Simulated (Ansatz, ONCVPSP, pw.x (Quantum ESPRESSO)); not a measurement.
Ge (Z = 32): one change to the ONCV potential, in the atom and in the fcc crystal

* Element: Ge (Z = 32)
* Generator: ONCVPSP 4.0.1
* Type: optimised norm-conserving Vanderbilt (ONCV)
* Functional: PBE
* Relativity: scalar-relativistic
* Frozen core: [Ar] 3d10
* Valence charge: 4
* Reference configuration: 4s1 4p3
* Partial waves: 4s: rc 1.65 bohr, ncon 4, nbas 8, qcut 4.1 1/bohr, 2 projectors, debl 2.9 Ha; 4p: rc 2.05 bohr, ncon 3, nbas 7, qcut 4.3 1/bohr, 2 projectors, debl 1.7 Ha; d scattering state at 0.14 Ha: rc 1.90 bohr, ncon 3, nbas 7, qcut 5.5 1/bohr, 2 projectors, debl 2.3 Ha
* Local potential: polynomial inside 1.25 bohr (lpopt 5, dvloc0 2 Ha)
* Core correction: Teter function, fcfact 4.25, rcfact 1.05

Change: core correction Teter function, fcfact 2.9, rcfact 1.05.

Cutoffs, loose and tight: the cutoffs (Ha) at which the residual kinetic energy of the hardest occupied pseudo-wave falls to 1 and 0.1 mHa per electron. They do not see the model core or the augmentation charge, which bear on the density cutoff. Test errors are all-electron minus pseudo excitation energies from the reference, over the configurations 4s2 4p2; 4s2 4p1; 4s2 4p0; 4s1 4p0; variants that change the core or the reference have their own tests.

Crystal test: fcc Ge in pw.x 7.5, no spin, 13³ k-points, Fermi–Dirac smearing 0.01 Ry, cutoffs set for each file from its atomic test. The reference is all-electron LAPW (Ansatz 0.2.0) with the same functional, mesh and smearing; V0 and B0 come from Birch–Murnaghan fits to the pressures at five volumes. Errors are pseudo minus all-electron; Δ is the rms difference of the E(V) curves that follow from these fits, minima aligned, over ±6 % about the mean V0. Mesh and smearing are coarse, so the numbers serve the comparison and aren't converged zero-temperature values; the lattice is a test structure that the element need not adopt.

All-electron: a0 = 4.278 Å (V0 = 19.58 Å³/atom), B0 = 60.8 GPa.

Q: Does the change bring the crystal closer to the all-electron result?

A: The mean pressure error goes from -0.50 to -0.47 GPa, a small move against the size of the error.

```json
{"quantity": "outcome (atom)", "base": "generated", "changed": "generated"}
{"quantity": "cutoff, loose (atom)", "base": "9.0 Ha", "changed": "9.0 Ha"}
{"quantity": "cutoff, tight (atom)", "base": "34 Ha", "changed": "34 Ha"}
{"quantity": "bound ghosts (atom)", "base": "none", "changed": "none"}
{"quantity": "largest test error (meV) (atom)", "base": "+71", "changed": "+52"}
{"quantity": "cutoffs in pw.x (Ry)", "base": "80/320", "changed": "80/320"}
{"quantity": "a0 (Å)", "base": "4.267", "changed": "4.267"}
{"quantity": "a0 error (%)", "base": "-0.27", "changed": "-0.26"}
{"quantity": "B0 error (%)", "base": "+1.5", "changed": "+1.6"}
{"quantity": "Δ (meV/atom)", "base": "2.1", "changed": "2.0"}
{"quantity": "mean pressure error (GPa)", "base": "-0.50", "changed": "-0.47"}
```

Base: The generator flags a localised state at positive energy (d at 15 eV). The cutoffs count occupied waves only; projector 2 of the d channel, the hardest unoccupied one, needs 111 Ha at the loose tolerance. Changed file: The generator flags a localised state at positive energy (d at 15 eV). The cutoffs count occupied waves only; projector 2 of the d channel, the hardest unoccupied one, needs 111 Ha at the loose tolerance.
